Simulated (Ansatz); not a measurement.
## VH2 in Ansatz: the effect of Hubbard term

VH2:

```xyz
3
Lattice="0.0000 2.1355 2.1355 2.1355 0.0000 2.1355 2.1355 2.1355 0.0000" Properties=species:S:1:pos:R:3 pbc="T T T"
V     0.0000    0.0000    0.0000
H     3.2032    3.2032    3.2032
H     1.0677    1.0677    1.0677
```

Alike in all runs:

* Program: Ansatz 0.2.0
* Task: band structure
* Functional: r2SCAN
* Potentials or basis: Ansatz PAW
* Cutoff: 500 eV (not typed: the program's choice for these potentials)
* k mesh: 11 × 11 × 11
* Occupations: fermi-dirac, width 0.05 eV
* Spin: collinear spin, ferromagnetic start
* Starting moments: [2.0, 0.0, 0.0] μB
* Path: [["G", "X", "W", "K", "G", "L", "U", "W", "L", "K"], ["U", "X"]]
* Points for each segment of the path: 14
* Hubbard projectors: ortho-atomic (the default)
* Double counting: fll (the default)

| Hubbard term | pressure (GPa) | moment (μB) |
| --- | --- | --- |
| none | -2.4 | 1.24 |
| V d U = 1 eV | 5.6 | 1.65 |
| V d U = 2 eV | 8.7 | 1.70 |
| V d U = 3 eV | ? | ? |
| V d U = 5 eV | 39.6 | 2.85 |
| V d U = 6 eV | 44.0 | 2.87 |

Task: What does the run with Hubbard term V d U = 3 eV give?

Result: Pressure 12.9 GPa; moment 1.86 μB.

Worked out: A parabola through the other rows of the pressure, of slope 8.08 GPa per eV there, gives 19.3 GPa, against the run's 12.9. The fit is too stiff a form for this range. A parabola through the other rows of the moment, of slope 0.286 μB per eV there, gives 2.15 μB, against the run's 1.86. The fit is too stiff a form for this range.

Caveats: the magnetic or orbital state may not be the lowest; the PAW data sets come from PBE, with cores solved anew for the run's functional, which leaves a small shift of forces and pressure; the U is typed as a test and isn't derived for this compound (some runs); a pressure of tens of GPa on the cell as given is suspect, and the run, the potentials or the cell itself is likely at fault (some runs).
